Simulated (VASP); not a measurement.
# Ni (Im-3m) in VASP: settings compared

One crystal, Ni, is run at these levels: PBE+D3(BJ), PBEsol; tasks: relaxation of cell and atoms.

All numbers are computed with VASP 6.6.1; they aren't measurements. Logs are shortened: lines on timing, memory, paths and dates and some standing lists are left out, and cuts for length are marked.

## 1. Starting point

The structure is cubic, space group Im-3m (No. 229). Conventional cell: a = 2.794 Å, b = 2.794 Å, c = 2.794 Å, α = 90.00°, β = 90.00°, γ = 90.00°. Ni (site symmetry m-3m) is surrounded by 8 Ni at 2.42 Å.

This isn't the form of Ni at room conditions, which is fcc.

## 2. Relaxation of cell and atoms, PBE+D3(BJ), collinear spin, ferromagnetic start

INCAR

```
  PREC = Accurate
  ENCUT = 600
  EDIFF = 1E-7
  ISMEAR = 0
  SIGMA = 0.1
  LREAL = F
  LASPH = T
  NELM = 100
  ALGO = Normal
  ISIF = 3
  LWAVE = F
  LCHARG = F
  ISPIN = 2
  MAGMOM = 1
  LORBIT = 11
  LMAXMIX = 4
  GGA = PE
  IVDW = 12
  IBRION = 2
  NSW = 90
  EDIFFG = -0.005
```

KPOINTS

```
Automatic mesh
0
Gamma
  20 20 20
```

POSCAR

```
Ni
1.0
   -1.3967612200      1.3967612200      1.3967612200
    1.3967612200     -1.3967612200      1.3967612200
    1.3967612200      1.3967612200     -1.3967612200
Ni
1
Direct
    0.0000000000      0.0000000000      0.0000000000
```

Potentials or basis: VASP PAW PBE potentials, release 64 (Ni).

Run with:

```bash
> cat potpaw_PBE.64/Ni/POTCAR > POTCAR
> mpirun -np 1 vasp_std > vasp.out
```

OUTCAR:

```text
PREC = Accurate
   ENCUT = 600
   EDIFF = 1E-7
   ISMEAR = 0
   LREAL = F
   LASPH = T
   NELM = 100
   ISIF = 3
   ISPIN = 2
   LORBIT = 11
   GGA = PE
   IVDW = 12
   IBRION = 2
   NSW = 90
   EDIFFG = -0.005
 IVDW          = 12

 ion  position               nearest neighbor table
   1  0.000  0.000  0.000-

  LATTYP: Found a body centered cubic cell.
 ALAT       =     2.7935224400

  Lattice vectors:

 A1 = (  -1.3967612200,   1.3967612200,   1.3967612200)
 A2 = (   1.3967612200,  -1.3967612200,   1.3967612200)
 A3 = (   1.3967612200,   1.3967612200,  -1.3967612200)

Analysis of symmetry for initial positions (statically):
=====================================================================
 Subroutine PRICEL returns:
 Original cell was already a primitive cell.

 Routine SETGRP: Setting up the symmetry group for a
 body centered cubic supercell.

 Subroutine GETGRP returns: Found 48 space group operations
 (whereof 48 operations were pure point group operations)
 out of a pool of 48 trial point group operations.

The static configuration has the point symmetry O_h .

Analysis of symmetry for dynamics (positions and initial velocities):
=====================================================================
 Subroutine PRICEL returns:
 Original cell was already a primitive cell.

 Routine SETGRP: Setting up the symmetry group for a
 body centered cubic supercell.

 Subroutine GETGRP returns: Found 48 space group operations
 (whereof 48 operations were pure point group operations)
 out of a pool of 48 trial point group operations.

The dynamic configuration has the point symmetry O_h .

Analysis of structural, dynamic, and magnetic symmetry:
=====================================================================
 Subroutine PRICEL returns:
 Original cell was already a primitive cell.

 Routine SETGRP: Setting up the symmetry group for a
 body centered cubic supercell.

 Subroutine GETGRP returns: Found 48 space group operations
 (whereof 48 operations were pure point group operations)
 out of a pool of 48 trial point group operations.

The overall configuration has the point symmetry O_h .

 Subroutine INISYM returns: Found 48 space group operations
 (whereof 48 operations are pure point group operations),
 and found     1 'primitive' translations

----------------------------------------------------------------------------------------

                                     Primitive cell

  volume of cell :      10.9000

  direct lattice vectors                    reciprocal lattice vectors
    -1.396761220  1.396761220  1.396761220     0.000000000  0.357970992  0.357970992
     1.396761220 -1.396761220  1.396761220     0.357970992  0.000000000  0.357970992
     1.396761220  1.396761220 -1.396761220     0.357970992  0.357970992  0.000000000

  length of vectors
     2.419261399  2.419261399  2.419261399     0.506247432  0.506247432  0.506247432

  position of ions in fractional coordinates (direct lattice)
     0.000000000  0.000000000  0.000000000

  ion indices of the primitive-cell ions
   primitive index   ion index
                 1           1

----------------------------------------------------------------------------------------

 KPOINTS: Automatic mesh

Automatic generation of k-mesh.
 Grid dimensions read from file:
 generate k-points for:   20   20   20

 Generating k-lattice:

  Cartesian coordinates                     Fractional coordinates (reciprocal lattice)
     0.000000000  0.017898550  0.017898550     0.050000000  0.000000000  0.000000000
     0.017898550  0.000000000  0.017898550     0.000000000  0.050000000  0.000000000
     0.017898550  0.017898550  0.000000000     0.000000000  0.000000000  0.050000000

  Length of vectors
     0.025312372  0.025312372  0.025312372

  Shift w.r.t. Gamma in fractional coordinates (k-lattice)
     0.000000000  0.000000000  0.000000000

 Subroutine IBZKPT returns following result:
 ===========================================

 Found    256 irreducible k-points:

 Following reciprocal coordinates:
            Coordinates               Weight
  0.000000  0.000000  0.000000      1.000000
  0.050000  0.000000  0.000000     12.000000
  0.100000  0.000000  0.000000     12.000000
  0.150000  0.000000  0.000000     12.000000
  0.200000  0.000000  0.000000     12.000000
  0.250000  0.000000  0.000000     12.000000
[... 16 lines left out ...]
  0.200000  0.100000  0.000000     48.000000
  0.250000  0.100000 -0.000000     48.000000
 [... further k-points ...]
   k-points           NKPTS =    256   k-points in BZ     NKDIM =    256   number of bands    NBANDS=     10
   number of dos      NEDOS =    301   number of ions     NIONS =      1
   total plane-waves  NPLWV =   8000
   dimension x,y,z NGX =    20 NGY =   20 NGZ =   20
   dimension x,y,z NGXF=    40 NGYF=   40 NGZF=   40
   ions per type =               1
   NGX,Y,Z   is equivalent  to a cutoff of  13.74, 13.74, 13.74 a.u.
   NGXF,Y,Z  is equivalent  to a cutoff of  27.49, 27.49, 27.49 a.u.
 SYSTEM =  unknown system
   PREC   = accura    normal or accurate (medium, high low for compatibility)
   ISTART =      0    job   : 0-new  1-cont  2-samecut
   ICHARG =      2    charge: 1-file 2-atom 10-const
   ISPIN  =      2    spin polarized calculation?
   LNONCOLLINEAR =      F non collinear calculations
   LSORBIT =      F    spin-orbit coupling
   LASPH  =      T    aspherical Exc in radial PAW
   ENCUT  =  600.0 eV  44.10 Ry    6.64 a.u.   4.83  4.83  4.83*2*pi/ulx,y,z
   NELM   =    100;   NELMIN=  2; NELMDL= -5     # of ELM steps
   EDIFF  = 0.1E-06   stopping-criterion for ELM
   LREAL  =      F    real-space projection
   EDIFFG = -.5E-02   stopping-criterion for IOM
   NSW    =     90    number of steps for IOM
   IBRION =      2    ionic relax: 0-MD 1-quasi-New 2-CG
   NFREE  =      1    steps in history (QN), initial steepest desc. (CG)
   ISIF   =      3    stress and relaxation
   ISYM   =      2    0-nonsym 1-usesym 2-fastsym
   POTIM  = 0.5000    time-step for ionic-motion
   TEBEG  =    0.0;   TEEND  =   0.0 temperature during run
   PSTRESS=    0.0 pullay stress
   NELECT =      10.0000    total number of electrons
   NUPDOWN=      -1.0000    fix difference up-down
   EMIN   =  10.00;   EMAX   =-10.00  energy-range for DOS
   EFERMI =   0.00;   METHOD = LEGACY
   ISMEAR =     0;   SIGMA  =   0.10  broadening in eV -4-tet -1-fermi 0-gaus
   EFERMI_NEDOS =   21; number of points for ismear=-14 and -15
   IALGO  =     38    algorithm
   IMIX   =      4    mixing-type and parameters
     AMIX     =   0.40;   BMIX     =  1.00
     AMIX_MAG =   1.60;   BMIX_MAG =  1.00
  volume/ion in A,a.u.               =      10.90        73.56
  Fermi-wavevector in a.u.,A,eV,Ry     =   1.590740  3.006064 34.428934  2.530455
  Thomas-Fermi vector in A             =   2.689389
   LORBIT       =     11    0 simple, 1 ext, 2 COOP (PROOUT), +10 PAW based schemes
   GGA     = PE    functional components
   LHFCALC =     F    Hartree Fock is set to
   AEXX    =    0.0000 exact exchange contribution
   IVDW    =    12    specifies the selected vdW correction
   LEPSILON=     F    determine dielectric tensor
   LRPA    =     F    only Hartree local field effects (RPA)
 conjugate gradient relaxation of ions
 spin polarized calculation
 Gauss-broadening in eV      SIGMA  =   0.10
  energy-cutoff  :      600.00
  volume of cell :       10.90
 maximum number of plane-waves:       375
   NGX =  9   NGY =  9   NGZ =  9

--------------------------------------- Ionic step        1  -------------------------------------------

 number of electron      10.0000000 magnetization       1.0000000

 number of electron       9.9999993 magnetization       0.5657988

 Free energy of the ion-electron system (eV)
  ---------------------------------------------------
  ext. energy  EPLUGINS =         0.00000000
  ---------------------------------------------------
  free energy    TOTEN  =        -5.37936174 eV

  energy without entropy =       -5.37253456  energy(sigma->0) =       -5.37594815

------------------------ aborting loop because EDIFF is reached ----------------------------------------

 Edisp (eV)   -0.46232

 E8    (eV) :    -0.1998

  FORCE on cell =-STRESS in cart. coord.  units (eV):
  Direction    XX          YY          ZZ          XY          YZ          ZX
  --------------------------------------------------------------------------------------
  -------------------------------------------------------------------------------------
  Total      -0.36129    -0.36129    -0.36129    -0.00000     0.00000    -0.00000
  in kB     -53.10587   -53.10587   -53.10587    -0.00000     0.00000    -0.00000
  external pressure =      -53.11 kB  Pullay stress =        0.00 kB

 VOLUME and BASIS-vectors are now :
 -----------------------------------------------------------------------------
  energy-cutoff  :      600.00
  volume of cell :       10.90
      direct lattice vectors                 reciprocal lattice vectors
    -1.396761220  1.396761220  1.396761220     0.000000000  0.357970992  0.357970992
     1.396761220 -1.396761220  1.396761220     0.357970992  0.000000000  0.357970992
     1.396761220  1.396761220 -1.396761220     0.357970992  0.357970992  0.000000000
[... 40 lines left out ...]
 POSITION                                       TOTAL-FORCE (eV/Angst)
 -----------------------------------------------------------------------------------
      0.00000      0.00000      0.00000        -0.000000      0.000000     -0.000000
 -----------------------------------------------------------------------------------
    total drift:                                0.000000     -0.000000      0.000000

  FREE ENERGIE OF THE ION-ELECTRON SYSTEM (eV)
  ---------------------------------------------------
  free  energy   TOTEN  =        -5.8426236706 eV

  energy  without entropy=       -5.8355755825  energy(sigma->0) =       -5.83909963

--------------------------------------- Ionic step        3  -------------------------------------------

 number of electron      10.0000001 magnetization       0.5509004

 Free energy of the ion-electron system (eV)
  ---------------------------------------------------
  ext. energy  EPLUGINS =         0.00000000
  ---------------------------------------------------
  free energy    TOTEN  =        -5.37133538 eV

  energy without entropy =       -5.36444292  energy(sigma->0) =       -5.36788915

 E-fermi :   9.6164     XC(G=0): -13.4050

 val. band max:        9.6127002478   @ k =   0.2000   0.1500   0.0500
 cond. band min:       9.6198887910   @ k =  -0.3500   0.3500   0.2500
 fundamental gap:      0.0071885432
 Fermi energy:         9.6164284715

 spin component 1

 k-point     1 :       0.0000    0.0000    0.0000
  band No.  band energies     occupation
      1       0.5528      1.00000
      2       7.2624      1.00000
      3       7.2624      1.00000
      4       7.2624      1.00000
      5       8.7398      1.00000
      6       8.7398      1.00000
      7      36.3512      0.00000
      8      36.3512      0.00000
      9      36.3512      0.00000
     10      41.4314      0.00000

 k-point     2 :       0.0500    0.0000    0.0000
  band No.  band energies     occupation
      1       0.6586      1.00000
      2       7.2378      1.00000
      3       7.2610      1.00000
      4       7.3112      1.00000
      5       8.7143      1.00000
      6       8.7417      1.00000
      7      35.4773      0.00000
      8      36.1641      0.00000
      9      36.2128      0.00000
     10      40.5279      0.00000
[... 274 lines left out ...]
 k-point    24 :       0.2500    0.1000   -0.0000
  band No.  band energies     occupation
      1       4.0010      1.00000
      2       6.6433      1.00000
      3       7.0537      1.00000
      4       8.4688      1.00000
      5       8.8426      1.00000
      6       9.0587      1.00000
      7      23.2659      0.00000
      8      28.2622      0.00000
      9      31.6628      0.00000
     10      35.8590      0.00000

 [... further k-points ...]

 spin component 2

 k-point     1 :       0.0000    0.0000    0.0000
  band No.  band energies     occupation
      1       0.5438      1.00000
      2       7.9405      1.00000
      3       7.9405      1.00000
      4       7.9405      1.00000
      5       9.2051      1.00000
      6       9.2052      1.00000
      7      36.2580      0.00000
      8      36.2580      0.00000
      9      36.2580      0.00000
     10      41.3597      0.00000

 k-point     2 :       0.0500    0.0000    0.0000
  band No.  band energies     occupation
      1       0.6496      1.00000
      2       7.9141      1.00000
      3       7.9378      1.00000
      4       7.9909      1.00000
      5       9.1785      1.00000
      6       9.2072      1.00000
      7      35.4088      0.00000
      8      36.0747      0.00000
      9      36.1351      0.00000
     10      40.5310      0.00000
[... 312 lines left out ...]
 POSITION                                       TOTAL-FORCE (eV/Angst)
 -----------------------------------------------------------------------------------
      0.00000      0.00000      0.00000        -0.000000      0.000000     -0.000000
 -----------------------------------------------------------------------------------
    total drift:                                0.000000     -0.000000      0.000000

  FREE ENERGIE OF THE ION-ELECTRON SYSTEM (eV)
  ---------------------------------------------------
  free  energy   TOTEN  =        -5.8468601111 eV

  energy  without entropy=       -5.8399676488  energy(sigma->0) =       -5.84341388

 reached required accuracy - stopping structural energy minimisation

 total charge

# of ion       s       p       d       tot
------------------------------------------
    1        0.502   0.512   8.348   9.362

 magnetization (x)

# of ion       s       p       d       tot
------------------------------------------
    1       -0.004  -0.016   0.577   0.557
```

Run time: 84 s. Hardware: 1 thread of Intel Xeon Platinum 8488C (Sapphire Rapids), shared host; peak memory 0.19 GiB.

What came out:

- Free energy: -5.8469 eV
- Relaxed volume: 10.60 Å³/atom
- Relaxed cell: a = 2.397 Å, b = 2.397 Å, c = 2.397 Å, α = 109.47°, β = 109.47°, γ = 109.47°
- Space group after relaxing (to 0.05 Å): Im-3m (No. 229)
- Energy gained by relaxing: 5.2 meV/atom
- Ionic steps: 3
- Pressure after relaxing: 0.0 GPa
- Band gap on the k mesh: none (metal or under the smearing width)
- Net moment: 0.55 μB per cell
- Site moments: Ni +0.56 μB
- Valence electrons inside the program's atomic spheres: Ni 9.36
- Dispersion energy per atom: -0.476 eV

Step by step:
| step | energy change (eV) | largest force (eV/Å) | pressure (GPa) | volume (Å³) |
| --- | --- | --- | --- | --- |
| 1 | 0.0000 | 0.0000 | -5.31 | 10.90 |
| 2 | -0.0009 | 0.0000 | 5.38 | 10.34 |
| 3 | -0.0052 | 0.0000 | 0.00 | 10.60 |

Final structure:
```
Ni
1.0
    -1.38378    1.38378    1.38378
     1.38378   -1.38378    1.38378
     1.38378    1.38378   -1.38378
Ni
1
Direct
  0.00000 0.00000 0.00000
```

Levels at points of the mesh, in eV from the Fermi level:
Spin up:
```
           k point  band 3  band 4  band 5  band 6  band 7  band 8
(0.00, 0.00, 0.00)   -2.35   -2.35   -0.88   -0.88   26.73   26.73
(0.50, 0.00, 0.00)   -0.96   -0.72   -0.03    0.25    6.69   19.36
(0.50, 0.50, 0.50)   -0.26   -0.26   -0.26    9.95    9.95    9.95
```
Spin down:
```
           k point  band 2  band 3  band 4  band 5  band 6  band 7  band 8  band 9
(0.00, 0.00, 0.00)   -1.68   -1.68   -1.68   -0.41   -0.41   26.64   26.64   26.64
(0.50, 0.00, 0.00)   -2.69   -0.42   -0.24    0.22    0.75    7.04   19.29   20.55
(0.50, 0.50, 0.50)   -4.00    0.51    0.51    0.51    9.99    9.99    9.99   16.04
```

Caveat: pairwise dispersion overbinds metals, which lowers pressure and volume.

(Continued in part 2 of 2.)
